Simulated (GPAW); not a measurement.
# ZnO (zincite) (P6_3mc) in GPAW: further runs

One crystal, ZnO (zincite), is run at these levels: PBE; tasks: single point.

Everything below comes from runs of GPAW 26.7.0. Logs are shortened: lines on timing, memory, paths and dates and some standing lists are left out, and cuts for length are marked. The log counts tension as positive stress, the text compression.

**What was measured.**

From “Electronic structure of alkaline earth and post-transition metal oxides”, 2009, arxiv:0908.1581, for a bulk crystal of ZnO: band gap 3.37 eV.

The results are compared with them further down.

**1. The structure**

It takes space group P6_3mc (No. 186, hexagonal). Conventional cell: a = 3.249 Å, b = 3.249 Å, c = 5.206 Å, α = 90.00°, β = 90.00°, γ = 120.00°. Zn (site symmetry 3m) is surrounded by 4 O at 1.97 to 1.98 Å. Around O (site symmetry 3m) lie 4 Zn at 1.97 to 1.98 Å.

**2. Single point, PBE**

run.py

```python
from ase import Atoms
from ase.dft.bandgap import bandgap
from ase.io import write
from ase.units import GPa
from gpaw import GPAW, PW

atoms = Atoms(['Zn', 'Zn', 'O', 'O'],
              cell=[[3.249308, 0.0, 0.0],
                    [-1.624654, 2.8139832727, 0.0],
                    [0.0, 0.0, 5.205709]],
              scaled_positions=[[0.6666666667, 0.3333333333, 0.0],
                                [0.3333333333, 0.6666666667, 0.5],
                                [0.3333333333, 0.6666666667, 0.87901],
                                [0.6666666667, 0.3333333333, 0.37901]],
              pbc=True)

calc = GPAW(mode=PW(600),
            xc='PBE',
            kpts={'size': (8, 8, 4), 'gamma': True},
            occupations={'name': 'fermi-dirac', 'width': 0.01},
            nbands=31,
            convergence={'density': 1e-05, 'energy': 1e-05},
            maxiter=150,
            txt='gpaw.txt')
atoms.calc = calc
energy = atoms.get_potential_energy()
forces = atoms.get_forces()
stress = atoms.get_stress()
calc.write('gs.gpw')
write('result.traj', atoms)
print(f'Energy: {energy:.6f} eV')
print('Forces (eV/A):')
print(forces.round(4))
print('Stress (GPa):', (stress / GPa).round(3))
print('Fermi level:', round(calc.get_fermi_level(), 4), 'eV')
print(f'Gap: {bandgap(calc)[0]:.4f} eV, direct: {bandgap(calc, direct=True)[0]:.4f} eV')
```

Potentials or basis: GPAW PAW data sets (gpaw-data 1.2.1), pw.

Launch:

```
$ OMP_NUM_THREADS=1 python run.py
```

gpaw.txt:

```text
__  _  _
 | _ |_)|_||  |
 |__||  | ||/\| - 26.7.0

Input parameters:
  mode=PW(ecut=600.0),
  convergence={'density': 1e-05, 'energy': 1e-05},
  kpts=MonkhorstPack(size=(8, 8, 4), gamma=True),
  maxiter=150,
  nbands=31,
  occupations=Occupations(name='fermi-dirac', width=0.01),
  xc=XC(name='PBE')

Diagonalizing LCAO Hamiltonian
Converting LCAO to pw mode

        O

        Zn

           O

           Zn

Atoms  # Å, Bohr magnetons
|   | symbol |         x |        y |        z |    initial magnetic moments |
|---|--------|-----------|----------|----------|-----------------------------|
| 0 |     Zn |  1.624654 | 0.937994 | 0.000000 | ( 0.0000,  0.0000,  0.0000) |
| 1 |     Zn | -0.000000 | 1.875989 | 2.602854 | ( 0.0000,  0.0000,  0.0000) |
| 2 |      O | -0.000000 | 1.875989 | 4.575870 | ( 0.0000,  0.0000,  0.0000) |
| 3 |      O |  1.624654 | 0.937994 | 1.973016 | ( 0.0000,  0.0000,  0.0000) |

Unit cell  # Å
| periodic |         x |        y |        z |  lengths |     angles |
|----------|-----------|----------|----------|----------|------------|
|      yes |  3.249308 | 0.000000 | 0.000000 | 3.249308 |  90.000000 |
|      yes | -1.624654 | 2.813983 | 0.000000 | 3.249308 |  90.000000 |
|      yes |  0.000000 | 0.000000 | 5.205709 | 5.205709 | 120.000000 |

Number of symmetries: 6
Symmetry operations  # r_c * U_cc + t_c -> r_c
|   | kind |            matrix            |
|---|------|------------------------------|
| 0 |  σ   |  1, 1, 0,  0,-1, 0,  0, 0, 1 |
| 1 |  E   |  1, 0, 0,  0, 1, 0,  0, 0, 1 |
| 2 |  C3  |  0, 1, 0, -1,-1, 0,  0, 0, 1 |
| 3 |  σ   |  0,-1, 0, -1, 0, 0,  0, 0, 1 |
| 4 |  σ   | -1, 0, 0,  1, 1, 0,  0, 0, 1 |
| 5 |  C3  | -1,-1, 0,  1, 0, 0,  0, 0, 1 |

BZ-sampling:
  Number of BZ points: 256
  Number of IBZ points: 35

  Monkhorst-Pack size: [8, 8, 4]
  Monkhorst-Pack shift: [0.0625, 0.0625, 0.125]

K-points  # in reciprocal-cell coordinates
|     |                                coordinates |     weight |
|-----|--------------------------------------------|------------|
|   0 | (  0.00000000,   0.00000000,   0.00000000) | 0.00390625 |
|   1 | (  0.00000000,   0.00000000,   0.25000000) | 0.00781250 |
|   2 | (  0.00000000,   0.00000000,   0.50000000) | 0.00390625 |
|   3 | (  0.12500000,   0.00000000,  -0.25000000) | 0.02343750 |
|   4 | (  0.12500000,   0.00000000,   0.00000000) | 0.02343750 |
|   5 | (  0.12500000,   0.00000000,   0.25000000) | 0.02343750 |
|   6 | (  0.12500000,   0.00000000,   0.50000000) | 0.02343750 |
|   7 | (  0.25000000,  -0.12500000,   0.00000000) | 0.02343750 |
|   8 | (  0.25000000,  -0.12500000,   0.25000000) | 0.04687500 |
|   9 | (  0.25000000,  -0.12500000,   0.50000000) | 0.02343750 |
| ... |                                            |            |
|  34 | (  0.50000000,   0.50000000,   0.50000000) | 0.01171875 |

Plane wave coefficients: 1616
Cutoff: 600.0 eV

Spin-components: 1 (collinear spins)
Bands:           31
Projectors:      22
Spin-degeneracy: 2
Datatype:        complex128

Density:
  Valence electrons: 36.0
  Components: 1
  Grid points: [20 20 30]
  Charge: 0.0  # |e|

Potential:
  Grid points: [20 20 30]

species:
  Zn:
    name:    Zinc
    Z:       30.0
    valence: 12
    core:    18
    charge:  0.0  # [|e|]
    compensation charges:
      type: gauss
      rc: 0.37  # [Å]
      lmax: 2
    cutoffs:
      filter: 2.14  # [Å]
      core: 2.28  # [Å]
    projectors
    | kind |    occ | energy [eV] | rcut [Å] |
    |------|--------|-------------|----------|
    |   4s |  2.000 |      -5.977 |    1.286 |
    |   4p |  0.000 |      -1.117 |    1.270 |
    |   3d | 10.000 |     -10.142 |    1.180 |
    |    s |        |      21.234 |    1.286 |
    |    p |        |      26.095 |    1.270 |
    |    d |        |      17.070 |    1.180 |

    Using partial waves for Zn as LCAO basis

  O:
    name:    Oxygen
    Z:       8.0
    valence: 6
    core:    2
    charge:  0.0  # [|e|]
    compensation charges:
      type: gauss
      rc: 0.21  # [Å]
      lmax: 2
    cutoffs:
      filter: 1.17  # [Å]
      core: 0.83  # [Å]
    projectors
    | kind |    occ | energy [eV] | rcut [Å] |
    |------|--------|-------------|----------|
    |   2s |  2.000 |     -23.961 |    0.688 |
    |   2p |  4.000 |      -9.029 |    0.598 |
    |    s |        |       3.251 |    0.688 |
    |    p |        |      18.182 |    0.598 |
    |    d |        |       0.000 |    0.619 |

    Using partial waves for O as LCAO basis

Reference energy: -101804.357908  # eV

eigensolver:
  PPCG
  Converge bands: occupied
  niter=2

density mixing:
  MSR1-Mixer
  Pratt-step length: 0.05
  Maximum mixing coefficient: 0.75
  Old densities: 10
  SVD Regularization: 0.005
  Good broyden scale: 1.0
  Trust region scale: 1.0
  Backstep threshold: 4.0
  History deletion threshold: 6.0
  Fourier metric: weight=20.0, sigma=0.015

occupation numbers:
  Fermi-Dirac:
    width: 0.0100  # eV

poisson solver:
  ecut: 4800.0  # eV

xc functional:
  name: PBE with 2 nearest neighbor stencil

convergence criteria:
- Maximum integral of absolute [dens]ity change: 1e-05 electrons / valence electron
- Maximum [total energy] change in last 3 cyles: 1e-05 eV / valence electron
- Maximum integral of absolute [eigenst]ate change: 4e-08 eV^2 / valence electron
maximum number of iterations: 150

SCF iterations
|iter     | |      energy | eigst |  dens |
|---------|-|-------------|-------|-------|
|iter:   1| |  -21.405004 | +0.20 |       |
|iter:   2| |  -20.510934 | -1.54 | -0.99 |
|iter:   3| |  -18.321181 | -0.45 | -1.04 |
|iter:   4| |  -18.316520 | -3.04 | -1.62 |
|iter:   5| |  -18.321156 | -2.64 | -1.88 |
|iter:   6| |  -18.321281 | -4.48 | -2.94 |
|iter:   7| |  -18.321409c| -5.26 | -3.29 |
|iter:   8| |  -18.321435c| -5.66 | -3.65 |
|iter:   9| |  -18.321435c| -7.11 | -4.37 |
|iter:  10| |  -18.321435c| -8.31c| -4.82 |
|iter:  11| |  -18.321435c| -8.15c| -5.08c|

Converged in 11 steps
Energy contributions relative to reference atoms: (reference = -101804.357908)

Energy contributions:
  Kinetic:          42.055051
  Coulomb:         -36.521032
  Zero:              0.256446
  External:          0.000000
  Xc:              -24.111900
  Entropy:          -0.000000
  Spinorbit:         0.000000
  ----------------------------
  Free energy:     -18.321435
  Extrapolated:    -18.321435

dipole moment: (0.000000, 0.000000, -8.242576)  # |e|*Ang

Fermi level: 4.328
Eigenvalues  # (at kpt = [0.000, 0.000, 0.000])
| band index |      eig [eV] | occ [0-2] |
|------------|---------------|-----------|
|          0 |       -14.141 |     2.000 |
|        ... |               |           |
|         10 |        -0.365 |     2.000 |
|         11 |        -0.365 |     2.000 |
|         12 |        -0.099 |     2.000 |
|         13 |         3.108 |     2.000 |
|         14 |         3.108 |     2.000 |
|         15 |         3.845 |     2.000 |
[... 8 lines left out ...]
|         24 |        18.038 |     0.000 |
|         25 |        18.038 |     0.000 |
|        ... |               |           |
|         30 |        23.814 |     0.000 |

Gap: 0.793 eV
Transition (v -> c):
  (s=0, k=0, n=17, [0.00, 0.00, 0.00]) -> (s=0, k=0, n=18, [0.00, 0.00, 0.00])
No difference between direct/indirect transitions

Forces  # eV/Ang
|        x |       y |        z |
|----------|---------|----------|
| -0.00000 | 0.00000 | -0.07105 |  # Zn   0
|  0.00000 | 0.00000 | -0.07103 |  # Zn   1
|  0.00000 | 0.00000 |  0.07471 |  # O    2
|  0.00000 | 0.00000 |  0.07472 |  # O    3

Stress tensor  # eV/Ang^3
|         x |         y |         z |
|-----------|-----------|-----------|
| -0.004372 |  0.000000 | -0.000000 |
|  0.000000 | -0.004372 | -0.000000 |
| -0.000000 | -0.000000 | -0.015017 |

# Writing to gs.gpw (mode='')
```

Wall time 39 s (1 thread of Arm Neoverse V1, shared host); peak memory 0.18 GiB.

What came out:

* Free energy: -18.3214 eV
* Pressure: 1.3 GPa
* Largest force: 0.075 eV/Å
* Band gap on the k mesh: 0.79 eV, direct

Forces in eV/Å, atoms in the order of the input:
```
Zn   0.000  0.000 -0.071
Zn   0.000  0.000 -0.071
O    0.000  0.000  0.075
O    0.000  0.000  0.075
```

Stress tensor (GPa, compression positive):
```
0.70 0.00 0.00
0.00 0.70 0.00
0.00 0.00 2.41
```

Caveat: the cutoff is short for stress and forces, so pressures can be off by a GPa or more.

**3. Single point, PBE**

run.py

```python
from ase.dft.bandgap import bandgap
from ase.io import write
from ase.spacegroup import crystal
from ase.units import GPa
from gpaw import GPAW, PW

# Zn 2b
# O 2b
atoms = crystal(['Zn', 'O'],
                basis=[[0.6666666667, 0.3333333333, 0.0],
                       [0.3333333333, 0.6666666667, 0.87901]],
                spacegroup=186, setting=1,  # P6_3mc
                cellpar=[3.249308, 3.249308, 5.205709, 90.0, 90.0, 120.0],
                primitive_cell=True)

calc = GPAW(mode=PW(550),
            xc='PBE',
            kpts={'size': (8, 8, 4), 'gamma': True},
            occupations={'name': 'fermi-dirac', 'width': 0.05},
            nbands=31,
            convergence={'density': 1e-05, 'energy': 1e-05},
            maxiter=80,
            txt='gpaw.txt')
atoms.calc = calc
energy = atoms.get_potential_energy()
forces = atoms.get_forces()
stress = atoms.get_stress()
calc.write('gs.gpw')
write('result.traj', atoms)
print(f'Energy: {energy:.6f} eV')
print('Forces (eV/A):')
print(forces.round(4))
print('Stress (GPa):', (stress / GPa).round(3))
print('Fermi level:', round(calc.get_fermi_level(), 4), 'eV')
print(f'Gap: {bandgap(calc)[0]:.4f} eV, direct: {bandgap(calc, direct=True)[0]:.4f} eV')
```

Potentials or basis: GPAW PAW data sets (gpaw-data 1.2.1), pw.

Launch:

```
$ OMP_NUM_THREADS=1 python run.py
```

gpaw.txt:

```text
__  _  _
 | _ |_)|_||  |
 |__||  | ||/\| - 26.7.0

Input parameters:
  mode=PW(ecut=550.0),
  convergence={'density': 1e-05, 'energy': 1e-05},
  kpts=MonkhorstPack(size=(8, 8, 4), gamma=True),
  maxiter=80,
  nbands=31,
  occupations=Occupations(name='fermi-dirac', width=0.05),
  xc=XC(name='PBE')

Diagonalizing LCAO Hamiltonian
Converting LCAO to pw mode

        O

        Zn

           O

           Zn

Atoms  # Å, Bohr magnetons
|   | symbol |         x |        y |        z |    initial magnetic moments |
|---|--------|-----------|----------|----------|-----------------------------|
| 0 |     Zn |  1.624654 | 0.937994 | 0.000000 | ( 0.0000,  0.0000,  0.0000) |
| 1 |     Zn | -0.000000 | 1.875989 | 2.602854 | ( 0.0000,  0.0000,  0.0000) |
| 2 |      O | -0.000000 | 1.875989 | 4.575870 | ( 0.0000,  0.0000,  0.0000) |
| 3 |      O |  1.624654 | 0.937994 | 1.973016 | ( 0.0000,  0.0000,  0.0000) |

Unit cell  # Å
| periodic |         x |        y |        z |  lengths |     angles |
|----------|-----------|----------|----------|----------|------------|
|      yes |  3.249308 | 0.000000 | 0.000000 | 3.249308 |  90.000000 |
|      yes | -1.624654 | 2.813983 | 0.000000 | 3.249308 |  90.000000 |
|      yes |  0.000000 | 0.000000 | 5.205709 | 5.205709 | 120.000000 |

Number of symmetries: 6
Symmetry operations  # r_c * U_cc + t_c -> r_c
|   | kind |            matrix            |
[... 130 lines left out ...]
- Maximum [total energy] change in last 3 cyles: 1e-05 eV / valence electron
- Maximum integral of absolute [eigenst]ate change: 4e-08 eV^2 / valence electron
maximum number of iterations: 80

SCF iterations
|iter     | |      energy | eigst |  dens |
|---------|-|-------------|-------|-------|
|iter:   1| |  -21.126374 | +0.09 |       |
|iter:   2| |  -20.250228 | -1.57 | -0.99 |
|iter:   3| |  -18.095970 | -0.46 | -1.04 |
|iter:   4| |  -18.089551 | -3.08 | -1.63 |
|iter:   5| |  -18.093309 | -2.64 | -1.88 |
|iter:   6| |  -18.093448 | -4.51 | -2.95 |
|iter:   7| |  -18.093576c| -5.33 | -3.30 |
|iter:   8| |  -18.093603c| -5.74 | -3.64 |
|iter:   9| |  -18.093602c| -6.95 | -4.21 |
|iter:  10| |  -18.093602c| -8.41c| -4.84 |
|iter:  11| |  -18.093602c| -8.30c| -5.10c|

Converged in 11 steps
Energy contributions relative to reference atoms: (reference = -101804.357908)

Energy contributions:
  Kinetic:          40.560209
  Coulomb:         -34.772020
  Zero:              0.153711
  External:          0.000000
  Xc:              -24.035500
  Entropy:          -0.000006
  Spinorbit:         0.000000
  ----------------------------
  Free energy:     -18.093605
  Extrapolated:    -18.093602

dipole moment: (0.000000, 0.000000, -8.242900)  # |e|*Ang

Fermi level: 4.344
Eigenvalues  # (at kpt = [0.000, 0.000, 0.000])
| band index |      eig [eV] | occ [0-2] |
|------------|---------------|-----------|
|          0 |       -14.155 |     2.000 |
|        ... |               |           |
|         10 |        -0.364 |     2.000 |
|         11 |        -0.364 |     2.000 |
|         12 |        -0.098 |     2.000 |
|         13 |         3.114 |     2.000 |
|         14 |         3.114 |     2.000 |
|         15 |         3.851 |     2.000 |
[... 8 lines left out ...]
|         24 |        18.040 |     0.000 |
|         25 |        18.040 |     0.000 |
|        ... |               |           |
|         30 |        23.815 |     0.000 |

Gap: 0.784 eV
Transition (v -> c):
  (s=0, k=0, n=17, [0.00, 0.00, 0.00]) -> (s=0, k=0, n=18, [0.00, 0.00, 0.00])
No difference between direct/indirect transitions

Forces  # eV/Ang
|        x |        y |        z |
|----------|----------|----------|
| -0.00000 |  0.00000 | -0.07108 |  # Zn   0
|  0.00000 | -0.00000 | -0.07106 |  # Zn   1
| -0.00000 |  0.00000 |  0.07369 |  # O    2
|  0.00000 | -0.00000 |  0.07371 |  # O    3

Stress tensor  # eV/Ang^3
|         x |         y |        z |
|-----------|-----------|----------|
|  0.020111 | -0.000000 | 0.000000 |
| -0.000000 |  0.020111 | 0.000000 |
|  0.000000 |  0.000000 | 0.009759 |

# Writing to gs.gpw (mode='')
```

stdout:

```text
Energy: -18.093602 eV
Forces (eV/A):
[[-0.      0.     -0.0711]
 [ 0.     -0.     -0.0711]
 [-0.      0.      0.0737]
 [ 0.     -0.      0.0737]]
Stress (GPa): [ 3.222  3.222  1.564  0.     0.    -0.   ]
Fermi level: 4.3438 eV
Gap: 0.7835 eV, direct: 0.7835 eV
```

It took 40 s on 1 thread of Arm Neoverse V1, shared host; peak memory 0.17 GiB.

The run converged, but some of its settings lie outside the range that counts as converged, so its numbers aren't taken as properties of the crystal.

Results:

```yaml
Free_energy: -18.0936 eV
Pressure: -2.7 GPa
Largest_force: 0.074 eV/Å
Band_gap_on_the_k_mesh: 0.78 eV, direct
```

Caveat: the cutoff is short for stress and forces, so pressures can be off by a GPa or more.

**4. Single point, PBE**

Changes to run.py since step 3:

```diff
@@ -1,17 +1,11 @@
 from ase.dft.bandgap import bandgap
-from ase.io import write
-from ase.spacegroup import crystal
+from ase.io import read, write
 from ase.units import GPa
-from gpaw import GPAW, PW
+from gpaw import GPAW, PW, setup_paths
 
-# Zn 2b
-# O 2b
-atoms = crystal(['Zn', 'O'],
-                basis=[[0.6666666667, 0.3333333333, 0.0],
-                       [0.3333333333, 0.6666666667, 0.87901]],
-                spacegroup=186, setting=1,  # P6_3mc
-                cellpar=[3.249308, 3.249308, 5.205709, 90.0, 90.0, 120.0],
-                primitive_cell=True)
+setup_paths.insert(0, '.')
 
-calc = GPAW(mode=PW(550),
+atoms = read('ZnO.cif')
+
+calc = GPAW(mode=PW(600),
             xc='PBE',
```

ZnO.cif

```cif
data_ZnO
_cell_length_a 3.24930800
_cell_length_b 3.24930800
_cell_length_c 5.20570900
_cell_angle_alpha 90.00000000
_cell_angle_beta 90.00000000
_cell_angle_gamma 120.00000000
_space_group_name_H-M_alt 'P6_3mc'
_space_group_name_Hall 'P 6c -2c'
_space_group_IT_number 186
loop_
_space_group_symop_operation_xyz
'x,y,z'
'x-y,x,z+1/2'
'-y,x-y,z'
'-x,-y,z+1/2'
'-x+y,-x,z'
'y,-x+y,z+1/2'
'y,x,z+1/2'
'x,x-y,z'
'x-y,-y,z+1/2'
'-y,-x,z'
'-x,-x+y,z+1/2'
'-x+y,y,z'
loop_
_atom_site_label
_atom_site_type_symbol
_atom_site_symmetry_multiplicity
_atom_site_Wyckoff_symbol
_atom_site_fract_x
_atom_site_fract_y
_atom_site_fract_z
_atom_site_occupancy
Zn1 Zn 2 b 0.6666666667 0.3333333333 0.0000000000 1
O1 O 2 b 0.3333333333 0.6666666667 0.8790100000 1
```

Potentials or basis: PAW data sets generated in the run's folder for this functional, pw.

Launch:

```
$ gpaw-setup -f PBE O Zn
$ OMP_NUM_THREADS=1 python run.py
```

It took 33 s on 1 thread of Arm Neoverse V2, shared host; peak memory 0.18 GiB.

It converged, with:

- Free energy: -18.3198 eV
- Pressure: 1.3 GPa
- Largest force: 0.075 eV/Å
- Band gap on the k mesh: 0.79 eV, direct

Forces in eV/Å, atoms in the order of the input:
```
Zn   0.000  0.000 -0.071
Zn   0.000  0.000 -0.071
O    0.000  0.000  0.075
O    0.000  0.000  0.075
```

Stress tensor (GPa, compression positive):
```
0.70 0.00 0.00
0.00 0.70 0.00
0.00 0.00 2.41
```

Levels at points of the mesh, in eV from the valence-band top:
```csv
k point,band 16,band 17,band 18,band 19,band 20,band 21
"(0.00, 0.00, 0.00)",-0.07,0.00,0.00,0.79,5.22,8.26
"(0.00, 0.00, 0.50)",-0.40,-0.40,-0.40,3.46,3.46,10.12
"(0.50, 0.50, 0.00)",-2.28,-1.27,-0.82,5.77,6.87,7.62
"(0.50, 0.50, 0.50)",-1.50,-1.35,-1.35,5.72,5.72,8.43
```

Caveat: the cutoff is short for stress and forces, so pressures can be off by a GPa or more.

**5. Comparison with measurements**

Step 2. Measured gap of ZnO: 3.37 eV (quoted in “Electronic structure of alkaline earth and post-transition metal oxides”, 2009, arxiv:0908.1581). This calculation gives 0.79 eV (-2.58 eV). So large a miss can be the level of theory's own, or it may mean another phase, state or a wrong row. The value is that of PBE, without temperature or zero-point motion. Semilocal functionals fall short of measured gaps as a rule.

Step 4. Measured gap of ZnO: 3.37 eV (quoted in “Electronic structure of alkaline earth and post-transition metal oxides”, 2009, arxiv:0908.1581). This calculation gives 0.79 eV (-2.58 eV). So large a miss can be the level of theory's own, or it may mean another phase, state or a wrong row. The value is that of PBE, without temperature or zero-point motion. Semilocal functionals fall short of measured gaps as a rule.
